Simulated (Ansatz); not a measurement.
Bi under changes of volume

One of the cells (34.026 Å³/atom); the others are scaled copies at fixed shape and fractional positions:

```
Bi
1.0
     3.48860   -3.13258    0.00000
     3.48860    3.13258    0.00000
    -1.26023    0.00000    3.11355
Bi
2
Direct
  0.75306 0.75306 0.85738
  0.24694 0.24694 0.14262
```

This isn't the form of Bi at room conditions, which is rhombohedral.

| Quantity | Value |
| --- | --- |
| Program | Ansatz 0.2.0 |
| Functional | LDA |
| Potentials or basis | all-electron LAPW, scalar-relativistic |
| Cutoff | 190 eV (chosen from the basis error) |
| Basis error allowed | 0.001 eV/atom |
| k mesh | 6 × 6 × 9 |
| Occupations | fermi-dirac, width 0.05 eV |
| Spin | no spin polarisation |

| volume (Å³/atom) | energy over the lowest point (meV/atom) | pressure (GPa) | largest force (eV/Å) |
| --- | --- | --- | --- |
| 31.984 | 0.00 | -0.6 | 0.004 |
| 32.665 | 5.20 | -1.8 | 0.035 |
| 33.345 | 14.91 | -2.8 | 0.063 |
| 34.026 | 28.60 | -3.6 | 0.091 |
| 34.706 | 45.82 | -4.4 | 0.116 |
| 35.387 | ? | ? | ? |
| 36.067 | 89.22 | -5.7 | 0.163 |

**Question.** What does the run at 35.387 Å³/atom give?

**Answer.** Energy over the lowest point 66.15 meV/atom; pressure -5.1 GPa; largest force 0.140 eV/Å.

Worked out: A Birch-Murnaghan fit of order 3 (a polynomial in V^(-2/3)) to the other rows has its minimum at 31.63 Å³/atom, just outside them, with B0 = V·E''(V) = 59 GPa and B' = 4.7 at fixed shape and positions, which overstates the stiffness. It gives 66.16 meV/atom at 35.387 Å³/atom, against the run's 66.15, and -dE/dV = -5.1 GPa, against -5.1.

Energies are extrapolated to zero smearing.
